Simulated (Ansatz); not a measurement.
Reactions of C6H14Mg, SMILES `C[CH](C)[Mg][CH](C)C`.

Computed with Ansatz on PBE0-D4/def2-TZVP structures; ΔE is electronic, products minus reactants. CCSD(T)/CBS adds triple-zeta CCSD(T) − MP2 to the extrapolated MP2 energy (def2 sets, frozen cores). This one scheme is used for every species. Elements past krypton have def2 core potentials. For Mg, Sn outer-core shells are correlated without core-valence functions, which leaves a few kJ/mol of doubt a bond. One conformer a species, not always the lowest.

Question: Order these by ΔE at CCSD(T)/CBS, lowest first. (Estimate.)
A. `C[CH](C)[Mg][CH](C)C` + `[OH][AlH2]` → `CC(C)[O][AlH2]` + `C[CH](C)[MgH]`
B. `C[CH](C)[Mg][CH](C)C` + `[NH2][Sn]([Cl])([Cl])[Cl]` → `CC(C)[NH][Sn]([Cl])([Cl])[Cl]` + `C[CH](C)[MgH]`
C. `C[CH](C)[Mg][CH](C)C` + `CCC(C)C` → `CCC(C)(C)C(C)C` + `C[CH](C)[MgH]`

Answer: C (-0.02 eV), B (+0.11 eV), A (+0.36 eV).

Largest T1 diagnostic: 0.012, for `[OH][AlH2]`.
